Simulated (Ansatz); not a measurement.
Relaxation of a periodic cell of 49 atoms, Zr17O32 (host ZrO2, host structure P2_1/c, interstitial Zr), to a largest force component of 0.03 eV/Å in at most 60 steps.

All numbers below come from DFT PBE, scalar-relativistic, plane waves, PAW (Ansatz). Settings: PAW set soft_1, cutoff 420 eV, k mesh 2x2x1, gaussian smearing 0.05 eV, no spin polarisation.

```xyz
49
Lattice="-5.1540 -5.2281 0.0000 5.1540 -5.2281 0.0000 -1.7477 0.0000 10.5151" Properties=species:S:1:pos:R:3:forces:R:3
Zr -2.115 -5.448 4.156 0.03 -2.10 -0.77
Zr -1.678 -7.622 1.527 0.10 -0.21 0.17
Zr 0.804 -2.834 3.731 2.86 -0.84 -0.69
Zr 1.241 -5.008 1.102 0.27 -0.10 0.09
O -0.381 -4.359 4.436 -0.67 0.88 -0.11
O 0.056 -3.483 1.808 -0.38 0.34 0.29
O 2.820 -3.882 0.112 0.04 0.00 -0.06
O -3.257 -6.496 2.516 -0.27 0.08 0.15
O 2.383 -3.960 2.741 -0.63 0.40 -0.60
O -3.693 -6.574 5.145 -0.25 0.13 -0.06
O -0.930 -6.973 3.450 -0.66 0.92 0.07
O -0.493 -6.097 0.821 -0.02 0.05 0.00
Zr -2.989 -5.448 9.413 0.06 -0.06 0.00
Zr -2.552 -7.622 6.784 0.00 -0.18 0.09
Zr -0.070 -2.834 8.988 0.04 -0.16 0.09
Zr 0.367 -5.008 6.360 0.23 0.14 0.91
O -1.255 -4.359 9.694 -0.07 0.02 -0.03
O -0.818 -3.483 7.065 0.78 -0.60 0.36
O 1.946 -3.882 5.370 -0.29 0.26 0.12
O -4.130 -6.496 7.774 -0.06 -0.01 -0.09
O 1.509 -3.960 7.999 0.05 0.01 -0.07
O -4.567 -6.574 10.403 -0.05 0.04 -0.01
O -1.804 -6.973 8.707 -0.02 0.00 -0.01
O -1.367 -6.097 6.079 -0.04 0.17 -0.14
Zr 3.039 -5.448 4.156 -1.40 11.46 -3.20
Zr -1.678 -2.394 1.527 -0.64 -0.05 -1.59
Zr 0.804 -8.063 3.731 -3.04 -0.52 -1.67
Zr -3.913 -5.008 1.102 -0.19 0.19 -0.07
O -0.381 -9.587 4.436 0.33 -0.56 0.51
O 0.056 -8.712 1.808 0.09 -0.19 -0.36
O -2.334 -3.882 0.112 0.08 0.14 0.16
O 1.897 -6.496 2.516 0.21 0.09 -0.87
O -2.771 -3.960 2.741 0.98 0.00 0.37
O 1.461 -6.574 5.145 -5.92 4.08 0.48
O -0.930 -1.745 3.450 2.28 0.58 -2.21
O -0.493 -0.869 0.821 -0.04 -0.19 0.27
Zr 2.165 -5.448 9.413 -0.21 0.01 -0.09
Zr -2.552 -2.394 6.784 -2.28 -2.88 18.57
Zr -0.070 -8.063 8.988 0.06 0.13 -0.02
Zr -4.787 -5.008 6.360 -0.19 0.58 -0.05
O -1.255 -9.587 9.694 0.01 -0.04 -0.02
O -0.818 -8.712 7.065 -0.03 -0.05 -0.02
O -3.208 -3.882 5.370 -2.60 -2.43 0.10
O 1.024 -6.496 7.774 -0.77 0.76 0.32
O -3.645 -3.960 7.999 -0.10 -0.14 -0.14
O 0.587 -6.574 10.403 0.05 -0.08 0.08
O -1.804 -1.745 8.707 0.06 0.19 0.07
O -1.367 -0.869 6.079 1.04 2.78 1.18
Zr 3.062 -7.531 4.895 11.15 -13.02 -11.50
```

Q: Where does it end, and by what steps?

A: It converged. Limits of this set-up: coarse k mesh, a small cell, in which the defect meets its images, a typed lattice constant that wasn't relaxed here. After 11 steps the energy has fallen by 11.851 eV; Zr49 moved furthest, 0.77 Å. The start is strongly strained (largest force component 19 eV/Å).

| step | energy less start (eV) | largest force component (eV/Å) | accepted |
| --- | --- | --- | --- |
| 0 | 0.0000 | 18.567 | yes |
| 1 | -6.7770 | 7.308 | yes |
| 2 | -9.9120 | 3.982 | yes |
| 3 | -11.3266 | 2.108 | yes |
| 4 | -11.7544 | 0.542 | yes |
| 5 | -11.7464 | 0.792 | no |
| 6 | -11.8424 | 0.102 | yes |
| 7 | -11.7820 | 0.267 | no |
| 8 | -11.8432 | 0.174 | yes |
| 9 | -11.8482 | 0.072 | yes |
| 10 | -11.8500 | 0.054 | yes |
| 11 | -11.8510 | 0.020 | yes |

```xyz
49
Lattice="-5.1540 -5.2281 0.0000 5.1540 -5.2281 0.0000 -1.7477 0.0000 10.5151" Properties=species:S:1:pos:R:3
Zr -2.091 -5.577 4.173
Zr -1.637 -7.618 1.483
Zr 0.940 -2.814 3.638
Zr 1.222 -4.977 1.100
O -0.215 -4.554 4.253
O 0.082 -3.408 1.737
O 2.797 -3.853 0.058
O -3.199 -6.426 2.465
O 2.478 -3.952 2.621
O -3.667 -6.613 5.153
O -0.943 -7.069 3.404
O -0.504 -6.064 0.821
Zr -3.030 -5.437 9.426
Zr -2.586 -7.617 6.776
Zr -0.116 -2.800 8.956
Zr 0.352 -4.958 6.304
O -1.282 -4.347 9.654
O -0.973 -3.475 6.979
O 2.040 -3.903 5.359
O -4.179 -6.488 7.774
O 1.445 -3.898 7.950
O -4.598 -6.578 10.383
O -1.888 -6.974 8.732
O -1.312 -6.150 6.057
Zr 3.003 -5.333 4.131
Zr -1.696 -2.349 1.503
Zr 0.793 -8.076 3.755
Zr -3.958 -5.037 1.075
O -0.388 -9.564 4.464
O 0.151 -8.693 1.785
O -2.391 -3.881 0.185
O 1.890 -6.463 2.522
O -2.569 -3.810 2.967
O 1.581 -6.675 5.211
O -0.785 -1.532 3.330
O -0.541 -0.818 0.789
Zr 2.061 -5.376 9.423
Zr -2.795 -2.379 7.078
Zr -0.178 -8.045 9.052
Zr -4.843 -5.026 6.369
O -1.321 -9.577 9.696
O -0.855 -8.708 7.102
O -3.229 -4.001 5.475
O 0.842 -6.366 7.878
O -3.766 -3.963 8.113
O 0.543 -6.561 10.437
O -1.850 -1.681 8.785
O -1.332 -0.953 6.048
Zr 3.610 -8.066 4.827
```

Whether the end is a true minimum wasn't checked by a vibrational analysis.

The run took 2.3 min on 4 threads of Arm Neoverse V1, on a shared host, peak memory 2.6 GiB.
